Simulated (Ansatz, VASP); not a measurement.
## One calculation of CdSe, two programs

Contents of INCAR:

```
SYSTEM = CdSe
PREC = Accurate
ENCUT = 520
EDIFF = 1E-7
ISMEAR = 0
SIGMA = 0.05
LREAL = .False.
LASPH = .True.
NELM = 100
ALGO = Normal
ISIF = 2
LWAVE = .False.
LCHARG = .True.
GGA = PE
LELF = .True.
LVHAR = .True.
NBANDS = 16
```

The input KPOINTS:

```
regular mesh
0
Gamma
  10 10 10
  0 0 0
```

The input POSCAR:

```
CdSe
1.0
    0.0000000000      2.9763055139      2.9763055139
    2.9763055139      0.0000000000      2.9763055139
    3.2306804251      3.2306804251     -0.2543749113
Cd Se
1 1
Direct
    0.0000000000      0.0000000000      0.0000000000
    0.7500000000      0.7500000000      0.7500000000
```

Input for Ansatz:

```yaml
crystal:
  lattice:
    - [0.0, 2.9763055139, 2.9763055139]
    - [2.9763055139, 0.0, 2.9763055139]
    - [3.2306804251, 3.2306804251, -0.2543749113]
  atoms:
    - { symbol: Cd, position: [0.0, 0.0, 0.0] }
    - { symbol: Se, position: [0.75, 0.75, 0.75] }
basis:
  ecutwfc: 420
kpoints:
  mp_grid: { grid: [10, 10, 10] }
hamiltonian:
  xc: pbe
scf:
  occupations: { method: gaussian, width: 0.05 }
output:
  forces: true
  stress: true
  eigenvalues: true
```

Alike in both runs: task single point; functional PBE; k mesh 10 × 10 × 10; occupations gaussian, width 0.05 eV; no spin polarisation.

```csv
,VASP,Ansatz
version,VASP 6.6.1,Ansatz 0.2.0
potentials or method,"VASP PAW PBE potentials, release 64 (Cd, Se)","scalar-relativistic, plane waves, PAW"
plane-wave cutoff (eV),520,420
valence electrons in the cell,18,36
```

VASP gave:

```
gap on the k mesh at the Fermi level (eV)       : 0.42
least direct gap on the mesh (eV)               : 0.42
pressure (GPa)                                  : 1.3
largest component of the traceless stress (GPa) : 2.55
rms of the force components (eV/Å)              : 0.258
```

Problem. Estimate Ansatz's values.

Solution. gap on the k mesh at the Fermi level (eV): 0.42; least direct gap on the mesh (eV): 0.42; pressure (GPa): 1.0; largest component of the traceless stress (GPa): 2.49; rms of the force components (eV/Å): 0.243.

Atom by atom the forces differ by 0.014 eV/Å (rms over components). The two sets of potentials don't hold the same shells in valence.
